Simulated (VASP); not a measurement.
## Input and output of a VASP PBE single-point calculation on Si (strained diamond)

INCAR

```
IBRION = -1
NELM = 120
LASPH = .TRUE.
GGA = PE
ISMEAR = -1
LWAVE = .FALSE.
ENCUT = 520
NBANDS = 11
LREAL = .FALSE.
SIGMA = 0.02
EDIFF = 1E-7
PREC = Accurate
LCHARG = .FALSE.
ISIF = 2
NSW = 0
```

KPOINTS

```
KPOINTS created by Atomic Simulation Environment
0
Gamma
8 8 8
0 0 0
```

KPOINTS_OPT

```
special points
7
Reciprocal
0.0000000000 0.0000000000 0.0000000000 1
0.5000000000 0.0000000000 0.5000000000 1
0.6250000000 0.2500000000 0.6250000000 1
0.3750000000 0.3750000000 0.7500000000 1
0.5000000000 0.5000000000 0.5000000000 1
0.5000000000 0.2500000000 0.7500000000 1
0.0000000000 0.4218750000 0.4218750000 1
```

POSCAR

```
Si
 1.0000000000000000
     0.0000000000000000    2.6676765176999999    2.7620476182000000
     2.6676765176999999    0.0000000000000000    2.7620476182000000
     2.6676765176999999    2.6676765176999999    0.0000000000000000
 Si
   2
Cartesian
  0.0000000000000000  0.0000000000000000  0.0000000000000000
  1.3338382588500000  1.3338382588500000  1.3810238091000000
```

VASP ran with the recommended PBE PAW datasets (8 valence electrons in the cell).

Command

```
mpirun -np 1 vasp_std
```

OSZICAR

```
N       E                     dE             d eps       ncg     rms          rms(c)
DAV:   1     0.641623423354E+01    0.64162E+01   -0.31304E+03  1298   0.563E+02
DAV:   2    -0.104649692274E+02   -0.16881E+02   -0.15993E+02  1796   0.841E+01
DAV:   3    -0.110055144447E+02   -0.54055E+00   -0.53866E+00  1632   0.124E+01
DAV:   4    -0.110096098317E+02   -0.40954E-02   -0.40950E-02  1556   0.141E+00
DAV:   5    -0.110096487092E+02   -0.38878E-04   -0.38877E-04  1619   0.125E-01    0.500E+00
DAV:   6    -0.108764841800E+02    0.13316E+00   -0.77163E-02  1475   0.114E+00    0.305E+00
DAV:   7    -0.108165225264E+02    0.59962E-01   -0.14613E-01  1503   0.168E+00    0.201E-01
DAV:   8    -0.108177632902E+02   -0.12408E-02   -0.62448E-03  1481   0.430E-01    0.825E-02
DAV:   9    -0.108179595452E+02   -0.19626E-03   -0.18674E-04  1607   0.849E-02    0.610E-02
DAV:  10    -0.108179846144E+02   -0.25069E-04   -0.21407E-05  1544   0.268E-02    0.613E-03
DAV:  11    -0.108179851027E+02   -0.48829E-06   -0.20998E-06  1561   0.753E-03    0.339E-03
DAV:  12    -0.108179852275E+02   -0.12476E-06   -0.42436E-07  1491   0.411E-03    0.228E-03
DAV:  13    -0.108179852730E+02   -0.45516E-07   -0.48876E-09   937   0.469E-04
   1 F= -.10817985E+02 E0= -.10817985E+02  d E =-.244454E-06
       N       E                     dE             ncg
DAV:   1     0.634775754617E+03   -0.16860E+04      154
DAV:   2     0.523539059656E+03   -0.11124E+03      186
DAV:   3     0.520248239346E+03   -0.32908E+01      227
DAV:   4     0.520220532833E+03   -0.27707E-01      184
DAV:   5     0.520220327680E+03   -0.20515E-03      211
DAV:   6     0.520220325410E+03   -0.22709E-05      190
DAV:   7     0.520220325377E+03   -0.32815E-07      224
```

From OUTCAR

```
k-points           NKPTS =     59   k-points in BZ     NKDIM =     59   number of bands    NBANDS=     11

   NELECT =       8.0000    total number of electrons

   dimension x,y,z NGX =    30 NGY =   30 NGZ =   28
   dimension x,y,z NGXF=    60 NGYF=   60 NGZF=   56

  energy-cutoff  :      520.00
  volume of cell :       39.31
      direct lattice vectors                 reciprocal lattice vectors
     0.000000000  2.667676518  2.762047618    -0.187429022  0.187429022  0.181025119
     2.667676518  0.000000000  2.762047618     0.187429022 -0.187429022  0.181025119
     2.667676518  2.667676518  0.000000000     0.187429022  0.187429022 -0.181025119

 k-points in reciprocal lattice and weights: KPOINTS created by Atomic Simulation Env
   0.00000000  0.00000000  0.00000000       0.002
   0.12500000  0.00000000  0.00000000       0.016
   0.25000000  0.00000000  0.00000000       0.016
   0.37500000  0.00000000  0.00000000       0.016
   0.50000000  0.00000000  0.00000000       0.008
   0.12500000  0.12500000  0.00000000       0.004
   0.25000000  0.12500000  0.00000000       0.016
   0.37500000  0.12500000  0.00000000       0.016
   ...

 E-fermi :   6.2945

 k-point     1 :       0.0000    0.0000    0.0000
  band No.  band energies     occupation
      1      -6.0685      2.00000
      2       5.8456      2.00000
      3       6.1036      1.99986
      4       6.1036      1.99986
      5       8.5536      0.00000
      6       8.5536      0.00000
      7       8.6768      0.00000
      8       9.5851      0.00000
      9      13.4164      0.00000
     10      14.0506      0.00000
     11      14.0695      0.00000

 k-point     2 :       0.1250    0.0000    0.0000
  band No.  band energies     occupation
      1      -5.8609      2.00000
      2       4.4083      2.00000
      3       5.6278      2.00000
      4       5.8254      2.00000
      5       8.5475      0.00000
      6       8.9940      0.00000
      7       9.0752      0.00000
      8      10.8864      0.00000
      9      13.0012      0.00000
     10      13.5122      0.00000
     11      14.8473      0.00000

 k-point     3 :       0.2500    0.0000    0.0000
  band No.  band energies     occupation
      1      -5.2550      2.00000
      2       2.0584      2.00000
      3       5.1142      2.00000
      4       5.3809      2.00000
      5       8.0783      0.00000
      6       9.5117      0.00000
      7       9.5877      0.00000
      8      12.9714      0.00000
      9      13.2527      0.00000
     10      13.3018      0.00000
     11      15.1065      0.00000

 k-point     4 :       0.3750    0.0000    0.0000
  band No.  band energies     occupation
      1      -4.3435      2.00000
      2       0.0081      2.00000
      3       4.7556      2.00000
      4       5.0790      2.00000
      5       7.7034      0.00000
      6       9.3884      0.00000
      7       9.5914      0.00000
      8      13.9519      0.00000
      9      14.5506      0.00000
     10      14.6793      0.00000
     11      15.9284      0.00000

 k-point     5 :       0.5000    0.0000    0.0000
  band No.  band energies     occupation
      1      -3.6882      2.00000
      2      -1.0364      2.00000
      3       4.6318      2.00000
      4       4.9773      2.00000
      5       7.5698      0.00000
      6       9.2677      0.00000
      7       9.4872      0.00000
      8      13.7817      0.00000
      9      16.4306      0.00000
     10      16.7763      0.00000
     11      17.2583      0.00000

 k-point     6 :       0.1250    0.1250    0.0000
  band No.  band energies     occupation
      1      -5.8022      2.00000
      2       4.5394      2.00000
      3       5.2998      2.00000
      4       5.2998      2.00000
      5       8.1587      0.00000
      6       9.7089      0.00000
      7       9.7089      0.00000
      8      10.5856      0.00000
      9      12.1531      0.00000
     10      14.3625      0.00000
     11      15.0828      0.00000

 k-point     7 :       0.2500    0.1250    0.0000
  band No.  band energies     occupation
      1      -5.3360      2.00000
      2       2.7548      2.00000
      3       4.7001      2.00000
      4       4.8044      2.00000
      5       8.3334      0.00000
      6       9.7457      0.00000
      7      10.5295      0.00000
      8      10.6991      0.00000
      9      13.4424      0.00000
     10      14.3962      0.00000
     11      16.1362      0.00000

 k-point     8 :       0.3750    0.1250    0.0000
  band No.  band energies     occupation
      1      -4.5132      2.00000
      2       0.7040      2.00000
      3       4.0179      2.00000
      4       4.5605      2.00000
      5       8.4382      0.00000
      6       9.4925      0.00000
      7      10.6157      0.00000
      8      11.6952      0.00000
      9      15.3139      0.00000
     10      15.4268      0.00000
     11      15.9666      0.00000

 k-point     9 :       0.5000    0.1250    0.0000
  band No.  band energies     occupation
      1      -3.6212      2.00000
      2      -0.7972      2.00000
      3       3.5400      2.00000
      4       4.6076      2.00000
      5       8.4246      0.00000
      6       9.3143      0.00000
      7      10.2530      0.00000
      8      13.6960      0.00000
      9      15.0917      0.00000
     10      16.4217      0.00000
     11      17.4896      0.00000

 k-point    10 :      -0.3750    0.1250    0.0000
  band No.  band energies     occupation
      1      -3.8362      2.00000
      2      -0.4618      2.00000
      3       3.3636      2.00000
      4       4.9168      2.00000
      5       8.5967      0.00000
      6       9.4517      0.00000
      7       9.9885      0.00000
      8      13.9290      0.00000
      9      14.0941      0.00000
     10      15.2842      0.00000
     11      17.4892      0.00000

 k-point    11 :      -0.2500    0.1250    0.0000
  band No.  band energies     occupation
      1      -4.7776      2.00000
      2       1.3167      2.00000
      3       3.5400      2.00000
      4       5.4032      2.00000
      5       8.9066      0.00000
      6       9.7392      0.00000
      7       9.7632      0.00000
      8      12.2856      0.00000
      9      12.5494      0.00000
     10      15.7194      0.00000
     11      16.4995      0.00000

 k-point    12 :      -0.1250    0.1250    0.0000
  band No.  band energies     occupation
      1      -5.5084      2.00000
      2       3.3199      2.00000
      3       4.2360      2.00000
      4       5.8577      2.00000
      5       9.1330      0.00000
      6       9.2302      0.00000
      7       9.2658      0.00000
      8      11.5615      0.00000
      9      12.5262      0.00000
     10      14.2883      0.00000
     11      15.7926      0.00000

 k-point    13 :       0.2500    0.2500    0.0000
  band No.  band energies     occupation
      1      -5.0115      2.00000
      2       2.3292      2.00000
      3       4.2383      2.00000
      4       4.2383      2.00000
      5       7.3171      0.00000
      6       9.1236      0.00000
      7      11.7932      0.00000
      8      11.7932      0.00000
      9      14.0367      0.00000
     10      15.2398      0.00000
     11      17.3756      0.00000

 k-point    14 :       0.3750    0.2500    0.0000
  band No.  band energies     occupation
      1      -4.3069      2.00000
      2       0.9586      2.00000
      3       3.3336      2.00000
      4       3.9348      2.00000
      5       7.5374      0.00000
      6       9.0258      0.00000
      7      12.0062      0.00000
      8      12.3931      0.00000
      9      16.1104      0.00000
     10      16.2038      0.00000
     11      17.6996      0.00000

 k-point    15 :       0.5000    0.2500    0.0000
  band No.  band energies     occupation
      1      -3.3623      2.00000
      2      -0.4419      2.00000
      3       2.3409      2.00000
      4       3.9562      2.00000
      5       7.6945      0.00000
      6      10.7462      0.00000
      7      11.7407      0.00000
      8      12.0758      0.00000
      9      16.2472      0.00000
     10      16.5596      0.00000
     11      18.1418      0.00000

 k-point    16 :      -0.3750    0.2500    0.0000
  band No.  band energies     occupation
      1      -3.0827      2.00000
      2      -0.7528      2.00000
      3       1.8351      2.00000
      4       4.2920      2.00000
      5       8.0574      0.00000
      6      11.4068      0.00000
      7      11.5986      0.00000
      8      13.3635      0.00000
      9      14.0288      0.00000
     10      14.0708      0.00000
     11      18.3676      0.00000

 ...

  Total        1.2152876      1.2152876      0.3410221      0.0000000      0.0000000      0.0000000
  in kB       49.5292952     49.5292952     13.8984245      0.0000000      0.0000000      0.0000000
  external PRESSURE =      37.6523383 kB  Pullay stress =       0.0000000 kB

 POSITION                                       TOTAL-FORCE (eV/Angst)
 -----------------------------------------------------------------------------------
      0.00000      0.00000      0.00000         0.000000      0.000000      0.000000
      1.33384      1.33384      1.38102        -0.000000     -0.000000      0.000000
 -----------------------------------------------------------------------------------
    total drift:                               -0.000000     -0.000000     -0.000000

  FREE ENERGIE OF THE ION-ELECTRON SYSTEM (eV)
  ---------------------------------------------------
  free  energy   TOTEN  =       -10.8179852730 eV

  energy  without entropy=      -10.8179850285  energy(sigma->0) =      -10.81798515
```

```json
{
  "gap between bands v and c": "0.35 eV",
  "least direct gap": "2.45 eV",
  "pressure": "3.8 GPa"
}
```

Band v is the last that the valence electrons fill when counted band by band, and c is the next.

The run took about 25 s on one core of a shared host (Intel Xeon Platinum 8488C) and held 0.18 GiB at most.
